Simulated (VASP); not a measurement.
RbCl:

```
Rb Cl
1.0
     0.00000    3.27400    3.27400
     3.27400    0.00000    3.27400
     3.27400    3.27400    0.00000
Rb Cl
1 1
Direct
  0.00000 0.00000 0.00000
  0.50000 0.50000 0.50000
```

- Program: VASP 6.6.1
- Task: relaxation of cell and atoms
- Functional: PBE
- Potentials or basis: VASP PAW PBE potentials, release 64 (Rb_pv, Cl)
- Cutoff: 300 eV
- k mesh: 4 × 4 × 4
- Occupations: gaussian, width 0.03 eV
- Spin: no spin polarisation

At the start: pressure 1.3 GPa; volume 35.09 Å³/atom.

Q: How do energy, volume and symmetry change on relaxing?

A: Over 3 steps the energy falls by 8.9 meV/atom and the volume is 37.51 Å³/atom (+6.9 %); space group Fm-3m (No. 225, to 0.05 Å).

Step by step:
```
step  energy change (eV)  largest force (eV/Å)  pressure (GPa)  volume (Å³)
   1              0.0000                0.0000            1.29        70.19
   2             -0.0155                0.0000            0.44        73.10
   3             -0.0178                0.0000           -0.03        75.01
```

Final structure:
```
Rb Cl
1.0
     0.00000    3.34733    3.34733
     3.34733    0.00000    3.34733
     3.34733    3.34733    0.00000
Rb Cl
1 1
Direct
  0.00000 0.00000 0.00000
  0.50000 0.50000 0.50000
```

Caveat: the cutoff is under 1.25 times the usual one of these potentials, so pressure, stress and relaxed cells hold a basis-set (Pulay) error.
